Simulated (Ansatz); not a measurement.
**ZnO: relaxation of cell and atoms with PBE**

Crystal: ZnO.

```
Zn O
1.0
     1.43323   -3.52708    0.00000
     1.43323    3.52708    0.00000
     0.00000    0.00000    2.83849
Zn O
1 1
Direct
  0.00000 0.00000 0.00000
  0.50000 0.50000 0.50000
```

The cell was built by a generator and needn't be a form met in nature.

| Property | Result |
| --- | --- |
| Program | Ansatz 0.2.0 |
| Task | relaxation of cell and atoms |
| Functional | PBE |
| Potentials or basis | Ansatz PAW |
| Cutoff | 420 eV (not typed: the program's choice for these potentials) |
| k mesh | 10 × 10 × 9 |
| Occupations | fermi-dirac, width 0.05 eV |
| Spin | no spin polarisation |

```json
{
 "Energy gained by relaxing": "0.0 meV/atom",
 "Ionic steps": "2",
 "Pressure after relaxing": "0.0 GPa",
 "Band gap on the k mesh": "none (metal or under the smearing width)"
}
```

Final structure:
```xyz
2
Lattice="1.4332 -3.5271 0.0000 1.4332 3.5271 0.0000 0.0000 0.0000 2.8385" Properties=species:S:1:pos:R:3 pbc="T T T"
Zn    0.0000    0.0000    0.0000
O     1.4332    0.0000    1.4192
```

Levels at points of the mesh, in eV from the Fermi level:
```
             k point  band 6  band 7  band 8  band 9  band 10  band 11  band 12  band 13
  (0.00, 0.00, 0.00)   -5.54   -2.86   -2.67   -2.62    -0.26     9.53     9.97    14.04
 (0.00, -0.50, 0.00)   -5.73   -4.46   -1.72   -0.10     3.84     6.39     8.44    12.82
(-0.50, -0.50, 0.00)   -5.54   -4.60   -2.73   -2.56     2.38     4.29    13.98    16.37
```

Run time: 7.2 s on 2 threads of Intel(R) Xeon(R) Platinum 8259CL CPU @ 2.50GHz (Skylake/Cascade Lake) (shared host), peak memory 0.43 GiB.

Caveat: the plane-wave basis is chosen anew once the cell has moved, so the energies of steps on either side of that aren't comparable; the pressure holds a Pulay correction of +0.6 GPa for the finite cutoff.
